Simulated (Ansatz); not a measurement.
# MoS2 (P6_3/mmc) in Ansatz: further runs, part 2 of 2

Ansatz 0.2.0.

### 5 Band structure, PBEsol

File input.yaml:

```yaml
crystal:
  lattice:
    - [3.169, 0.0, 0.0]
    - [-1.5845, 2.7444345046, 0.0]
    - [0.0, 0.0, 12.324]
  atoms:
    - { symbol: Mo, position: [0.6666666667, 0.3333333333, 0.75] }
    - { symbol: Mo, position: [0.3333333333, 0.6666666667, 0.25] }
    - { symbol: S, position: [0.6666666667, 0.3333333333, 0.377] }
    - { symbol: S, position: [0.3333333333, 0.6666666667, 0.877] }
    - { symbol: S, position: [0.6666666667, 0.3333333333, 0.123] }
    - { symbol: S, position: [0.3333333333, 0.6666666667, 0.623] }
hamiltonian:
  xc: pbesol
  pseudopotentials: { kind: paw }
kpoints:
  mp_grid: { grid: [10, 10, 3] }
  band_path:
    path:
      - [[0.0, 0.0, 0.0], [0.5, 0.0, 0.0], [0.3333333333, 0.3333333333, 0.0], [0.0, 0.0, 0.0], [0.0, 0.0, 0.5], [0.5, 0.0, 0.5], [0.3333333333, 0.3333333333, 0.5], [0.0, 0.0, 0.5]]
      - [[0.5, 0.0, 0.5], [0.5, 0.0, 0.0]]
      - [[0.3333333333, 0.3333333333, 0.0], [0.3333333333, 0.3333333333, 0.5]]
    npoints: 14
scf:
  occupations: { method: fermi_dirac, width: 0.05 }
  n_extra_bands: 15
output:
  forces: true
  stress: true
  eigenvalues: true
  fatbands: false
  write_density: true
  write_potential: true
  elf: true
  volumetric_format: npy
```

Launch:

```
$ ansatz run input.yaml --threads 2 --pin off --max-ram 5632MiB --backend cpu --events-out ev --progress --plain --runs-dir out
```

Run time: 19 s. Hardware: 2 threads of Intel Xeon at 2.50GHz (Skylake/Cascade Lake), shared host; peak memory 0.58 GiB.

Results (log left out):

```
Free energy             : -13340.3142 eV
Pressure                : -3.0 GPa
Largest force           : 0.313 eV/Å
Band gap on the k mesh  : 0.88 eV, indirect (least direct gap 1.87 eV)
Band gap along the path : 0.84 eV, indirect (least direct gap 1.65 eV)
```

Forces in eV/Å, atoms in the order of the input:
```
Mo   0.000  0.000  0.000
Mo   0.000  0.000  0.000
S    0.000  0.000 -0.313
S    0.000  0.000 -0.313
S    0.000  0.000  0.313
S    0.000  0.000  0.313
```

Stress tensor (GPa, compression positive):
```
-3.27  0.00  0.00
 0.00 -3.27  0.00
 0.00  0.00 -2.36
```

Levels at the corners of the path, in eV from the valence-band top:
| point | band 24 | band 25 | band 26 | band 27 | band 28 | band 29 |
| --- | --- | --- | --- | --- | --- | --- |
| Γ | -1.19 | -1.17 | 0.00 | 2.09 | 2.09 | 2.12 |
| M | -1.52 | -1.43 | -1.30 | 1.59 | 1.64 | 1.98 |
| K | -2.69 | -0.79 | -0.62 | 1.03 | 1.03 | 1.77 |
| Γ | -1.19 | -1.17 | 0.00 | 2.09 | 2.09 | 2.12 |
| A | -2.16 | -0.27 | -0.27 | 2.10 | 2.10 | 2.10 |
| L | -1.63 | -1.36 | -1.36 | 1.61 | 1.61 | 2.13 |
| H | -2.87 | -0.72 | -0.72 | 1.03 | 1.03 | 2.25 |
| A | -2.16 | -0.27 | -0.27 | 2.10 | 2.10 | 2.10 |
| L | -1.63 | -1.36 | -1.36 | 1.61 | 1.61 | 2.13 |
| M | -1.52 | -1.43 | -1.30 | 1.59 | 1.64 | 1.98 |
| K | -2.69 | -0.79 | -0.62 | 1.03 | 1.03 | 1.77 |
| H | -2.87 | -0.72 | -0.72 | 1.03 | 1.03 | 2.25 |

Caveat: this functional lacks dispersion, which binds the layers, so the pressure and a relaxed spacing across them are unreliable; the PAW data sets come from PBE, with cores solved anew for the run's functional, which leaves a small shift of forces and pressure.

### 6 Band structure, r2SCAN, spin-orbit coupling, no magnetisation

input.yaml, as its differences from that of step 5:

```diff
@@ -13,6 +13,9 @@
 hamiltonian:
-  xc: pbesol
-  pseudopotentials: { kind: paw }
+  xc: r2scan
+  pseudopotentials: { kind: paw_fr }
+magnetization:
+  noncollinear: true
+  spin_orbit: true
 kpoints:
-  mp_grid: { grid: [10, 10, 3] }
+  mp_grid: { grid: [7, 7, 3] }
   band_path:
@@ -30,6 +33,2 @@
   eigenvalues: true
-  fatbands: false
-  write_density: true
-  write_potential: true
-  elf: true
-  volumetric_format: npy
+  fatbands: true
```

Potentials or basis: Ansatz PAW.

Launch:

```
$ ansatz run input.yaml --threads 2 --pin off --max-ram 5632MiB --backend cpu --events-out ev --progress --plain --runs-dir out
```

The program printed:

```text
Warning: RAYON_NUM_THREADS=2 ignored (pool sized by the plan → 2); use --threads N
scf.n_extra_bands = 15 over 52 filled bands (N_el = 52.0): the run solves 67 bands
[... 88 lines left out ...]
  k-point 1: bands = ["-52.7070", "-52.7070", "-52.7070", "-52.7070", "-27.6702", "-27.6702", "-27.6702", "-27.6702", "-25.2731", "-25.2731", "-25.2731", "-25.2731", "-25.1112", "-25.1112", "-25.1112", "-25.1112", "-4.8184", "-4.8184", "-4.6842", "-4.6842", "-3.4685", "-3.4685", "-3.2460", "-3.2460", "3.8669", "3.8669", "4.3834", "4.3834", "7.3144", "7.3144", "7.3214", "7.3214", "7.3759", "7.3759", "7.3872", "7.3872", "7.6388", "7.6388", "8.4394", "8.4394", "8.4718", "8.4718", "8.5298", "8.5298", "8.5546", "8.5546", "8.6122", "8.6122", "10.2725", "10.2725", "10.6741", "10.6741", "12.9943", "12.9943", "13.0069", "13.0069", "13.0671", "13.0671", "13.0828", "13.0828", "13.2410", "13.2410", "13.2434", "13.2434", "13.3246", "13.3246", "13.3279"]
  k-point 2: bands = ["-52.6989", "-52.6989", "-52.6988", "-52.6988", "-27.6917", "-27.6917", "-27.6916", "-27.6916", "-25.2842", "-25.2842", "-25.2841", "-25.2841", "-25.1604", "-25.1604", "-25.1604", "-25.1604", "-4.5602", "-4.5602", "-4.2899", "-4.2899", "-3.4508", "-3.4508", "-3.0368", "-3.0368", "3.9956", "3.9956", "5.0532", "5.0532", "6.5890", "6.5890", "6.7139", "6.7139", "6.7639", "6.7639", "7.5513", "7.5513", "7.6550", "7.6550", "7.6826", "7.6826", "8.0237", "8.0237", "8.0826", "8.0826", "8.6396", "8.6396", "9.5918", "9.5918", "9.6215", "9.6215", "10.1981", "10.1981", "12.5690", "12.5690", "12.8331", "12.8331", "12.8422", "12.8422", "12.9925", "12.9925", "13.0445", "13.0445", "13.0745", "13.0745", "13.4760", "13.4760", "13.5932"]
  k-point 15: bands = ["-52.6597", "-52.6597", "-52.6597", "-52.6597", "-27.8129", "-27.8129", "-27.7890", "-27.7890", "-25.4407", "-25.4407", "-25.3972", "-25.3972", "-25.3015", "-25.3015", "-25.2912", "-25.2912", "-2.6090", "-2.6090", "-2.5492", "-2.5492", "-2.4709", "-2.4709", "-2.4405", "-2.4405", "4.5335", "4.5335", "4.6046", "4.6046", "4.8204", "4.8204", "4.9182", "4.9182", "6.0609", "6.0609", "6.1773", "6.1773", "6.3629", "6.3629", "6.4621", "6.4621", "6.9371", "6.9371", "7.1093", "7.1093", "7.8853", "7.8853", "8.1161", "8.1161", "9.7633", "9.7633", "9.9093", "9.9093", "12.1172", "12.1172", "12.1934", "12.1934", "13.0650", "13.0650", "13.3513", "13.3513", "13.6493", "13.6493", "13.7283", "13.7283", "15.0339", "15.0339", "15.2918"]
```

Wall time 4.9 min (2 threads of Intel Xeon at 2.50GHz (Skylake/Cascade Lake), shared host); peak memory 1.5 GiB.

What came out:

```yaml
Free_energy: -13551.6320 eV
Pressure: 0.8 GPa
Largest_force: 0.242 eV/Å
Band_gap_on_the_k_mesh: 1.09 eV, indirect (least direct gap 2.14 eV)
Band_gap_along_the_path: 0.98 eV, indirect (least direct gap 1.73 eV)
```

Forces in eV/Å, atoms in the order of the input:
```
Mo   0.000  0.000  0.000
Mo   0.000  0.000  0.000
S    0.000  0.000 -0.242
S    0.000  0.000 -0.242
S    0.000  0.000  0.242
S    0.000  0.000  0.242
```

Levels at the corners of the path, in eV from the valence-band top:
```csv
point,band 48,band 49,band 50,band 51,band 52,band 53,band 54,band 55,band 56,band 57
Γ,-1.31,-1.17,-1.17,0.00,0.00,2.19,2.19,2.22,2.22,2.26
M,-1.69,-1.45,-1.45,-1.33,-1.33,1.69,1.69,1.74,1.74,2.11
K,-2.85,-0.84,-0.84,-0.62,-0.62,1.11,1.11,1.11,1.11,1.98
Γ,-1.31,-1.17,-1.17,0.00,0.00,2.19,2.19,2.22,2.22,2.26
A,-2.26,-0.29,-0.29,-0.29,-0.29,2.20,2.20,2.20,2.20,2.27
L,-1.78,-1.38,-1.38,-1.38,-1.38,1.71,1.71,1.71,1.71,2.24
H,-3.04,-0.81,-0.81,-0.67,-0.67,1.11,1.11,1.11,1.11,2.43
A,-2.26,-0.29,-0.29,-0.29,-0.29,2.20,2.20,2.20,2.20,2.27
L,-1.78,-1.38,-1.38,-1.38,-1.38,1.71,1.71,1.71,1.71,2.24
M,-1.69,-1.45,-1.45,-1.33,-1.33,1.69,1.69,1.74,1.74,2.11
K,-2.85,-0.84,-0.84,-0.62,-0.62,1.11,1.11,1.11,1.11,1.98
H,-3.04,-0.81,-0.81,-0.67,-0.67,1.11,1.11,1.11,1.11,2.43
```

Caveat: the k mesh misses the band edges, so the gap on the mesh is wider than the one along the path; the PAW data sets come from PBE, with cores solved anew for the run's functional, which leaves a small shift of forces and pressure.

### 7 Overview

```csv
level,spin,k mesh,cutoff (eV),gap on the mesh (eV),pressure (GPa),largest force (eV/Å)
PBE,"SOC, no magnetisation",7 × 7 × 3,420,0.99,2.0,0.06
LDA,off,10 × 10 × 3,420,0.85,-5.7,0.48
LDA,"SOC, no magnetisation",7 × 7 × 3,420,0.92,-5.7,0.48
PBEsol,off,10 × 10 × 3,420,0.88,-3.0,0.31
r2SCAN,"SOC, no magnetisation",7 × 7 × 3,500,1.09,0.8,0.24
```

Alike in all rows: task band structure; potentials or basis Ansatz PAW; cell as given; smearing fermi-dirac 0.05 eV.

The pressure there spans -5.7 GPa (LDA) to 2.0 GPa (PBE); a positive pressure means that this level wants a larger cell, a negative one a smaller.

Caveats: the PAW data sets come from PBE, with cores solved anew for the run's functional, which leaves a small shift of forces and pressure (some runs); the k mesh misses the band edges, so the gap on the mesh is wider than the one along the path (some runs); this functional lacks dispersion, which binds the layers, so the pressure and a relaxed spacing across them are unreliable (some runs).

Absolute energies hang on the potentials; compare differences alone.

### 8 Against experiment

Step 2. Measured gap of MoS2: 1.3 eV (indirect; 300 K; “Multiwavelength excitation Raman Scattering Analysis of bulk and 2 dimensional MoS2: Vibrational properties of atomically thin MoS2 layers”, 2015, arxiv:1506.03228). This calculation gives 0.88 eV (-0.42 eV). The value is that of PBE, without temperature or zero-point motion. Semilocal functionals fall short of measured gaps as a rule.

Step 3. Against the measured gap of MoS2, 1.3 eV (indirect; 300 K; “Multiwavelength excitation Raman Scattering Analysis of bulk and 2 dimensional MoS2: Vibrational properties of atomically thin MoS2 layers”, 2015, arxiv:1506.03228), the calculated 0.81 eV is off by -0.49 eV. Spin-orbit coupling on Mo is left out. The value is that of LDA, without temperature or zero-point motion. Semilocal functionals fall short of measured gaps as a rule.

Step 4. Against the measured gap of MoS2, 1.3 eV (indirect; 300 K; “Multiwavelength excitation Raman Scattering Analysis of bulk and 2 dimensional MoS2: Vibrational properties of atomically thin MoS2 layers”, 2015, arxiv:1506.03228), the calculated 0.81 eV is off by -0.49 eV. The value is that of LDA, without temperature or zero-point motion. Semilocal functionals fall short of measured gaps as a rule.

Step 5. Measured gap of MoS2: 1.3 eV (indirect; 300 K; “Multiwavelength excitation Raman Scattering Analysis of bulk and 2 dimensional MoS2: Vibrational properties of atomically thin MoS2 layers”, 2015, arxiv:1506.03228). This calculation gives 0.84 eV (-0.46 eV). Spin-orbit coupling on Mo is left out. The value is that of PBEsol, without temperature or zero-point motion. Semilocal functionals fall short of measured gaps as a rule.

Step 6. Measured gap of MoS2: 1.3 eV (indirect; 300 K; “Multiwavelength excitation Raman Scattering Analysis of bulk and 2 dimensional MoS2: Vibrational properties of atomically thin MoS2 layers”, 2015, arxiv:1506.03228). This calculation gives 0.98 eV (-0.32 eV). The value is that of r2SCAN, without temperature or zero-point motion.
